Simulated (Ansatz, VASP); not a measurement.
**BiTe in VASP and in Ansatz**

The input INCAR:

```
PREC = Accurate
ENCUT = 520
EDIFF = 1E-6
ISMEAR = -1
SIGMA = 0.05
LREAL = False
LASPH = True
NELM = 100
ALGO = Normal
ISIF = 2
LWAVE = False
LCHARG = False
GGA = PE
NBANDS = 18
```

Contents of KPOINTS:

```
Automatic mesh
0
Gamma
  7 7 7
```

File POSCAR:

```
BiTe
1.0
    2.3732508797      1.3701970343      3.2495731172
   -2.3732508797      1.3701970343      3.2495731172
    0.0000000000     -2.7403940685      3.2495731172
Bi Te
1 1
Direct
    0.5000000000      0.5000000000      0.5000000000
    0.0000000000      0.0000000000      0.0000000000
```

input.yaml

```yaml
crystal:
  lattice:
    - [2.3732508797, 1.3701970343, 3.2495731172]
    - [-2.3732508797, 1.3701970343, 3.2495731172]
    - [0.0, -2.7403940685, 3.2495731172]
  atoms:
    - { symbol: Bi, position: [0.5, 0.5, 0.5] }
    - { symbol: Te, position: [0.0, 0.0, 0.0] }
hamiltonian:
  xc: pbe
  pseudopotentials: { kind: paw }
kpoints:
  mp_grid: { grid: [7, 7, 7] }
scf:
  occupations: { method: fermi_dirac, width: 0.05 }
output:
  forces: true
  stress: true
  eigenvalues: true
```

The cell comes from a database or a generator and needn't be the stable form of this composition.

Alike in both runs: task single point; functional PBE; k mesh 7 × 7 × 7; occupations fermi-dirac, width 0.05 eV; no spin polarisation.

```csv
,VASP,Ansatz
version,VASP 6.6.1,Ansatz 0.2.0
potentials or method,"VASP PAW PBE potentials, release 64 (Bi_d, Te)",Ansatz PAW
plane-wave cutoff (eV),520,420
valence electrons in the cell,21,31
```

|  | VASP | Ansatz | Ansatz less VASP |
| --- | --- | --- | --- |
| gap on the k mesh at the Fermi level (eV) | none | none | - |
| pressure (GPa) | 3.6 | 3.6 | +0.05 |
| largest component of the traceless stress (GPa) | 0.74 | 0.74 | 0.000 |

A gap of «none» marks a metal or a gap that the smearing closes. With one functional, cell and mesh, what is left measures potentials, basis and numerics. The two sets of potentials don't hold the same shells in valence.

Caveats: spin-orbit coupling is left out, which moves the levels of the heavy elements.
